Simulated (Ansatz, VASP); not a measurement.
# Mg in VASP and in Ansatz

The input INCAR:

```
SYSTEM = Mg
PREC     = Accurate       ! precision mode
ENCUT    = 520            ! plane-wave cutoff, eV
EDIFF    = 1E-7           ! SCF threshold, eV
ISMEAR   = -1             ! smearing method
SIGMA    = 0.1            ! smearing width, eV
LREAL    = .FALSE.        ! projectors in reciprocal space
LASPH    = .TRUE.         ! aspherical terms in the spheres
NELM     = 60             ! most SCF steps
ALGO     = Normal         ! electronic algorithm
ISIF     = 2              ! what is computed and relaxed
LWAVE    = .FALSE.        ! write WAVECAR
LCHARG   = .FALSE.        ! write CHGCAR
GGA      = RE             ! functional
NBANDS   = 12             ! bands
```

The input KPOINTS:

```
Automatic mesh
0
G
  13 13 4
  0 0 0
```

POSCAR

```
Mg
1.0
    3.1367926946      0.0000000000      0.0000000000
   -1.5683963473      2.7165421599      0.0000000000
    0.0000000000      0.0000000000     10.2040220149
Mg
4
Direct
    1.0000000000      0.0000000000      1.0000000000
    1.0000000000      1.0000000000      0.5000000000
    0.3333333333      0.6666666667      0.2500000000
    0.6666666667      0.3333333333      0.7500000000
```

Input for Ansatz:

```yaml
crystal:
  lattice:
    - [3.1367926946, 0.0, 0.0]
    - [-1.5683963473, 2.7165421599, 0.0]
    - [0.0, 0.0, 10.2040220149]
  atoms:
    - { symbol: Mg, position: [1.0, 0.0, 1.0] }
    - { symbol: Mg, position: [1.0, 1.0, 0.5] }
    - { symbol: Mg, position: [0.3333333333, 0.6666666667, 0.25] }
    - { symbol: Mg, position: [0.6666666667, 0.3333333333, 0.75] }
hamiltonian:
  xc: revpbe
  pseudopotentials:
    kind: paw
    azcp:
      Mg: "pseudopotentials/Mg.paw.azcp"
basis:
  ecutwfc: 420
  fft_grid_basis: typed
kpoints:
  mp_grid: { grid: [13, 13, 4], shift: [0, 0, 0] }
magnetization:
  spin_polarized: false
scf:
  occupations: { method: fermi_dirac, width: 0.1 }
  lower_state_search: "off"
output:
  stress: true
```

Alike in both runs: task single point; functional revPBE; k mesh 13 × 13 × 4; occupations fermi-dirac, width 0.1 eV; no spin polarisation.

|  | VASP | Ansatz |
| --- | --- | --- |
| version | VASP 6.6.1 | Ansatz 0.2.0 |
| potentials or method | VASP PAW PBE potentials, release 64 (Mg) | plane waves (420 eV) with PAW, scalar-relativistic |
| plane-wave cutoff (eV) | 520 | 420 |
| valence electrons in the cell | 8 | 40 |

```tsv
	VASP	Ansatz	Ansatz less VASP
pressure (GPa)	3.3	3.4	+0.19
largest component of the traceless stress (GPa)	0.08	0.08	0.000
```

The two sets of potentials don't hold the same shells in valence.

Caveats: the PAW data sets were made with another functional, which shifts forces and pressure a little (VASP).
